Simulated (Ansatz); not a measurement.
# Ionic part of the dielectric constant of AlN at 1 GPa, mode by mode

Theory: DFT PBE, scalar-relativistic, plane waves, PAW in Ansatz 0.2.0. Settings: 420 eV plane-wave cutoff, Γ-centred 10×10×10 mesh, fixed occupations. No spin polarisation. Phonons by linear response, acoustic sum rule imposed.

Symmetry: F-43m, No. 216, cubic system. The conventional cell has a = 4.396 Å, b = 4.396 Å, c = 4.396 Å, α = 90.00°, β = 90.00°, γ = 90.00°. Al (site symmetry -43m) has 4 N at 1.90 Å as nearest neighbours. N (site symmetry -43m) has 4 Al at 1.90 Å as nearest neighbours.

The primitive cell has V = 21.23 Å³ and ε∞,yy = 4.615. Each polar mode adds Δε = (4.92064×10⁷/V)·S/ν² along y, with S its oscillator strength in e²/amu, ν in cm⁻¹ and V in Å³.

Q: From these modes, find each Δε and ε0,yy.
| ν (cm⁻¹) | S_yy (e²/amu) |
| --- | --- |
| 639.4 | 0.7045 |

A:
```csv
ν (cm⁻¹),Δε
639.4,3.99
```

The sum is 3.994, so ε0,yy = 8.61; the run's tensor has 8.61.

Q: Where do the longitudinal modes lie for a wave vector along y?

A: At 873 cm⁻¹. The Lyddane–Sachs–Teller product Π(ν_LO/ν_TO)² = 1.87 matches ε0/ε∞ = 1.87.

This zinc-blende form isn't the usual stable structure of the compound.

Cost: 1 run of about 0.51 core-minutes, on Arm Neoverse V1 (shared hosts).